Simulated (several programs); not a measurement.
What each method gives for SnSe2 (anatase)

SnSe2 built on the anatase prototype, relaxed with r2SCAN in Ansatz, was computed with several methods. Space group I4_1/amd (No. 141), tetragonal; conventional cell a = 5.629 Å, c = 11.023 Å, 29.10 Å³ an atom. Sn is surrounded by 6 Se at 2.54–2.82 Å; Se is surrounded by 3 Sn at 2.54–2.82 Å. Note: simulated data, non-magnetic, for a generated structure that need not be the stable one.

```yaml
crystal:
  lattice:
    - [-2.81440, 2.81440, 5.51128]
    - [2.81440, -2.81440, 5.51128]
    - [2.81440, 2.81440, -5.51128]
  atoms:
    - { symbol: Sn, position: [0.75000, 0.25000, 0.50000] }
    - { symbol: Sn, position: [0.00000, 0.00000, 0.00000] }
    - { symbol: Se, position: [0.51938, 0.01938, 0.50000] }
    - { symbol: Se, position: [0.76938, 0.76938, 0.00000] }
    - { symbol: Se, position: [0.23062, 0.23062, 0.00000] }
    - { symbol: Se, position: [0.98062, 0.48062, 0.50000] }
```

Gaps and times are for a single point on this cell; volume and bulk modulus come from each method's own relaxation or energy curve at fixed shape, which is too stiff where a cell has free coordinates or axes. Times are rough, from shared hosts (AMD EPYC 7R13 Processor; Arm Neoverse V1; NVIDIA H100 80GB HBM3), and each method has its own mesh and cell size. A double dagger marks a value from a curve with shape and coordinates held. A star marks a curve whose lowest point is an end point. PM6 (MOPAC), PM7 (MOPAC), GFN1-xTB (tblite) treat a cluster of cells at its zone centre, which samples few k points: where these miss a band edge, the gap comes out too large for that reason alone. Gaps from k meshes are read at a limited set of points (mesh, symmetry points, PBE's band edges), so each method's own least gap may be somewhat smaller. xTB and the PM methods were fitted mostly to molecules, and can miss a solid's gap by electronvolts. Minimal bases can be far off for gaps. Times of the plane-wave rungs are withheld (a dash), since they come from other jobs, hosts and meshes; the meshes of hybrids and Hartree-Fock don't converge their gaps to the digits shown. GLLB-SC's gap includes the derivative discontinuity. d marks a direct gap, i an indirect one (no mark: not told apart), a dash a value that wasn't computed or didn't pass its checks.

```json
{"method": "PBEsol", "kind": "semilocal", "gap (eV)": "–", "own volume (Å³/atom)": "28.01", "bulk modulus (GPa)": "–", "atoms computed": "6", "processor time": "–"}
{"method": "GFN1-xTB (tblite)", "kind": "tight binding", "gap (eV)": "0.38", "own volume (Å³/atom)": "25.83*‡", "bulk modulus (GPa)": "–", "atoms computed": "cluster", "processor time": "1.9 s"}
{"method": "PM6 (MOPAC)", "kind": "semi-empirical", "gap (eV)": "4.31", "own volume (Å³/atom)": "–", "bulk modulus (GPa)": "–", "atoms computed": "cluster", "processor time": "1.9 s"}
{"method": "PM7 (MOPAC)", "kind": "semi-empirical", "gap (eV)": "4.00", "own volume (Å³/atom)": "26.03*‡", "bulk modulus (GPa)": "–", "atoms computed": "cluster", "processor time": "3.7 s"}
{"method": "light PBE (260 eV, its own mesh)", "kind": "light plane-wave", "gap (eV)": "0.26 i", "own volume (Å³/atom)": "–", "bulk modulus (GPa)": "–", "atoms computed": "6", "processor time": "3.8 s"}
{"method": "PBE+SOC", "kind": "semilocal", "gap (eV)": "0.25 i", "own volume (Å³/atom)": "–", "bulk modulus (GPa)": "–", "atoms computed": "6", "processor time": "–"}
{"method": "LDA", "kind": "semilocal", "gap (eV)": "0.16 i", "own volume (Å³/atom)": "–", "bulk modulus (GPa)": "–", "atoms computed": "6", "processor time": "–"}
{"method": "PBE/SZV (CP2K)", "kind": "small basis", "gap (eV)": "0.28 i", "own volume (Å³/atom)": "–", "bulk modulus (GPa)": "–", "atoms computed": "6", "processor time": "16 s"}
{"method": "PBE", "kind": "semilocal", "gap (eV)": "0.29 i", "own volume (Å³/atom)": "30.41", "bulk modulus (GPa)": "49‡", "atoms computed": "6", "processor time": "–"}
{"method": "PBE/DZVP (CP2K)", "kind": "small basis", "gap (eV)": "0.24 i", "own volume (Å³/atom)": "30.81‡", "bulk modulus (GPa)": "47‡", "atoms computed": "6", "processor time": "30 s"}
{"method": "r2SCAN", "kind": "semilocal", "gap (eV)": "0.48 i", "own volume (Å³/atom)": "29.10", "bulk modulus (GPa)": "58‡", "atoms computed": "6", "processor time": "–"}
{"method": "PBE0", "kind": "hybrid", "gap (eV)": "1.67 i", "own volume (Å³/atom)": "–", "bulk modulus (GPa)": "–", "atoms computed": "6", "processor time": "–"}
{"method": "HSE06", "kind": "hybrid", "gap (eV)": "1.01 i", "own volume (Å³/atom)": "–", "bulk modulus (GPa)": "–", "atoms computed": "6", "processor time": "–"}
{"method": "GLLB-SC (GPAW)", "kind": "model potential", "gap (eV)": "1.00", "own volume (Å³/atom)": "–", "bulk modulus (GPa)": "–", "atoms computed": "6", "processor time": "110 s"}
```

Against HSE06 (1.01 eV) the nearest gap at the points sampled is that of GLLB-SC (GPAW) (-0.02 eV) and the farthest that of PM6 (MOPAC) (+3.30 eV). HSE06 is only a yardstick of convenience, and nearness to it can be luck.

Volumes against r2SCAN's: PBEsol -3.8 %, PBE +4.5 %.

Runs without a result: GFN2-xTB (tblite) (single point).

Only the rows marked +SOC include spin-orbit coupling.
